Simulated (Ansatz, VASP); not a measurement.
**Two plane-wave programs on WS2**

```xyz
3
Lattice="3.1236 0.0000 0.0000 -1.5618 2.7051 0.0000 0.0000 0.0000 30.0800" Properties=species:S:1:pos:R:3 pbc="T T T"
S     1.5618    0.9017    6.9975
S     1.5618    0.9017   10.1425
W     0.0000    1.8034    8.5700
```

Alike in both runs: functional PBEsol; dispersion D3(BJ); k mesh 12 × 12 × 1; occupations gaussian, width 0.03 eV; no spin polarisation.

Ansatz relaxed the structure, and its values are those at the end. VASP's run is a single point on that final structure, the one shown.

```csv
,VASP,Ansatz
version,VASP 6.6.1,Ansatz 0.2.0
potentials or method,"VASP PAW PBE potentials, release 64 (S, W_sv)","scalar-relativistic, plane waves, PAW"
plane-wave cutoff (eV),520,420
valence electrons in the cell,26,26
```

```tsv
	VASP	Ansatz	Ansatz less VASP
gap on the k mesh at the Fermi level (eV)	1.99	1.99	-0.001
least direct gap on the mesh (eV)	2.04	2.04	-0.005
rms of the force components (eV/Å)	0.010	0.001	-0.0099
```

The functional is the same, so the differences come from potentials, cutoffs and numerics. Ansatz warned: «slab_cell_height_set».

Caveats: the PAW data sets were made with another functional, which shifts forces and pressure a little (VASP); spin-orbit coupling is left out, which moves the levels of the heavy elements. As with any semilocal functional, this PBEsol gap is likely too small.
